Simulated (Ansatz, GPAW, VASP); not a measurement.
## One calculation of Al, 4 ways

```
CELL_PARAMETERS angstrom
0.00000 2.02481 2.02481
2.02481 0.00000 2.02481
2.02481 2.02481 0.00000
ATOMIC_POSITIONS crystal
Al 0.00000 0.00000 0.00000
```

Alike in all runs: task single point; functional PBE; k mesh 11 × 11 × 11; occupations gaussian, width 0.012 eV; no spin polarisation; no spin-orbit coupling. Pressure is positive in compression and, in plane waves, holds the error of the finite cutoff, which Ansatz's Pulay term estimates and takes out.

```json
{"program and potentials": "Ansatz, Ansatz PAW", "plane-wave cutoff (eV)": "420", "notes": "Pulay term of +0.07 GPa included", "pressure (GPa)": "-0.52"}
{"program and potentials": "VASP, PBE PAW files Al, 520 eV", "plane-wave cutoff (eV)": "520", "notes": "-", "pressure (GPa)": "-0.56"}
{"program and potentials": "Ansatz, all-electron LAPW, scalar-relativistic", "plane-wave cutoff (eV)": "-", "notes": "-", "pressure (GPa)": "-0.52"}
{"program and potentials": "GPAW, GPAW PAW data sets (gpaw-data 1.2.1)", "plane-wave cutoff (eV)": "600", "notes": "-", "pressure (GPa)": "-0.39"}
```

The pressure spans -0.56 (VASP, PBE PAW files Al, 520 eV) to -0.39 GPa (GPAW, GPAW PAW data sets (gpaw-data 1.2.1)), with all-electron results at -0.52.

Differences between rows come from potentials, basis sets and numerical settings, since the functional is the same but for its coding. Runs on potential files found faulty are left out.
